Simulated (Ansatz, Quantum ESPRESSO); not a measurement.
**Al and the pressure, program beside program**

The cell as given:

```
CELL_PARAMETERS angstrom
0.00000 2.02481 2.02481
2.02481 0.00000 2.02481
2.02481 2.02481 0.00000
ATOMIC_POSITIONS crystal
Al 0.00000 0.00000 0.00000
```

Kept alike: task relaxation of cell and atoms; functional PBEsol; k mesh 11 × 11 × 11; occupations fermi-dirac, width 0.05 eV; no spin polarisation. The mesh is that of the run's cell of 1 atom. No spin-orbit coupling.

- A: Ansatz, Ansatz PAW, made for PBE, cutoff 420 eV
- B: Quantum ESPRESSO, GBRV 1.5 PBEsol, cutoff 707 eV

| pressure (GPa) | A: volume (Å³/atom) | B: volume (Å³/atom) |
| --- | --- | --- |
| 0 | 16.209 | 16.187 |
| 2 | 15.843 | 15.823 |
| 5 | 15.359 | 15.343 |
| 10 | 14.694 | 14.678 |

Values on potentials made for another functional: all of A. Values hold for each row's relaxed cell, which stops near the pressure aimed at. Ansatz's stress holds its Pulay term. The runs follow the start's structure, whether or not it is the stable one at these pressures. For a metal such a mesh leaves the last digits unconverged.

**Question.** How large is the effect of the pressure, and do the programs agree on it?

**Answer.** From 0 to 10 GPa the volume moves by -1.515 in A, -1.509 in B (Å³/atom). Row by row the programs differ by 0.016 to 0.022, and over this span the shifts, as printed, agree within 1 %.
